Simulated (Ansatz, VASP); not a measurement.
**One calculation of EuS, two programs**

Contents of INCAR:

```
SYSTEM = EuS
ALGO = Normal
EDIFF = 1E-7
ENCUT = 520
GGA = PS
ISIF = 2
ISMEAR = -1
ISPIN = 2
LASPH = .True.
LCHARG = .False.
LMAXMIX = 6
LORBIT = 11
LREAL = .False.
LWAVE = .False.
MAGMOM = 7 0
NBANDS = 22
NELM = 150
PREC = Accurate
SIGMA = 0.05
```

KPOINTS

```
k-points
0
Gamma
  8 8 8
  0 0 0
```

The input POSCAR:

```
EuS
1.0
    0.0000000000      2.9382450654      2.9382450654
    2.9382450654      0.0000000000      2.9382450654
    2.9382450654      2.9382450654      0.0000000000
Eu S
1 1
Direct
    0.0000000000      0.0000000000      0.0000000000
    0.5000000000      0.5000000000      0.5000000000
```

input.yaml

```yaml
crystal:
  lattice:
    - [0.0, 2.9382450654, 2.9382450654]
    - [2.9382450654, 0.0, 2.9382450654]
    - [2.9382450654, 2.9382450654, 0.0]
  atoms:
    - { symbol: Eu, position: [0.0, 0.0, 0.0], spin: 7.0 }
    - { symbol: S, position: [0.5, 0.5, 0.5] }
hamiltonian:
  xc: pbesol
  pseudopotentials: { kind: paw }
magnetization:
  spin_polarized: true
kpoints:
  mp_grid: { grid: [8, 8, 8] }
scf:
  occupations: { method: fermi_dirac, width: 0.05 }
output:
  forces: true
  stress: true
  eigenvalues: true
```

Change from the starting cell: volume scaled by 0.96.

Alike in both runs: task single point; functional PBEsol; k mesh 8 × 8 × 8; occupations fermi-dirac, width 0.05 eV; collinear spin, ferromagnetic start.

|  | VASP | Ansatz |
| --- | --- | --- |
| version | VASP 6.6.1 | Ansatz 0.2.0 |
| potentials or method | VASP PAW PBE potentials, release 64 (Eu, S) | Ansatz PAW |
| plane-wave cutoff (eV) | 520 | 420 |
| valence electrons in the cell | 23 | 23 |

VASP gave:

* gap on the k mesh at the Fermi level (eV): none
* pressure (GPa): -4.2
* net moment per atom (μB): 3.48
* size of the moment on the site where the two differ most (μB): 6.57

Question: What did Ansatz give for the same quantities?

Answer: gap on the k mesh at the Fermi level (eV): none; pressure (GPa): -3.9; net moment per atom (μB): 3.48; size of the moment on the site where the two differ most (μB): 6.72.

Site moments also hang on the region over which each program counts them. A gap of «none» marks a metal or a gap that the smearing closes. The functional is the same, so the differences come from potentials, cutoffs and numerics.

Caveats: spin-orbit coupling is left out, which moves the levels of the heavy elements; a cell with one magnetic atom can't hold antiferromagnetic order, which such compounds often take; without U or exact exchange the open f shell lies at the Fermi level, which spoils levels, moments and volumes; the PAW data sets were made with another functional, which shifts forces and pressure a little (VASP); the PAW data sets come from PBE, with cores solved anew for the run's functional, which leaves a small shift of forces and pressure (Ansatz). The state reached can hang on the start; a lower one may exist.
